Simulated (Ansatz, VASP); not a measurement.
Si: VASP beside Ansatz

```
Si
1.0
    -1.83786    1.83786    5.08467
     1.83786   -1.83786    5.08467
     1.83786    1.83786   -5.08467
Si
3
Cartesian
  0.0000 0.0000 3.9358
  0.0000 1.8379 2.5423
  0.0000 0.0000 6.2335
```

Alike in both runs: task relaxation of cell and atoms; functional PBE; k mesh 18 × 18 × 18; occupations gaussian, width 0.1 eV; no spin polarisation.

```csv
,VASP,Ansatz
version,VASP 6.6.1,Ansatz 0.2.0
potentials or method,"VASP PAW PBE potentials, release 64 (Si)","scalar-relativistic, plane waves, PAW"
plane-wave cutoff (eV),600,420
valence electrons in the cell,12,12
```

|  | VASP | Ansatz | Ansatz less VASP |
| --- | --- | --- | --- |
| gap on the k mesh at the Fermi level, each at its own relaxed structure (eV) | none | none | - |
| relaxed volume (Å³/atom) | 22.85 | 22.89 | +0.043 |
| relaxed cell length with the largest relative difference (Å) | 5.701 | 5.702 | +0.0015 |

A gap of «none» marks a metal or a gap that the smearing closes.
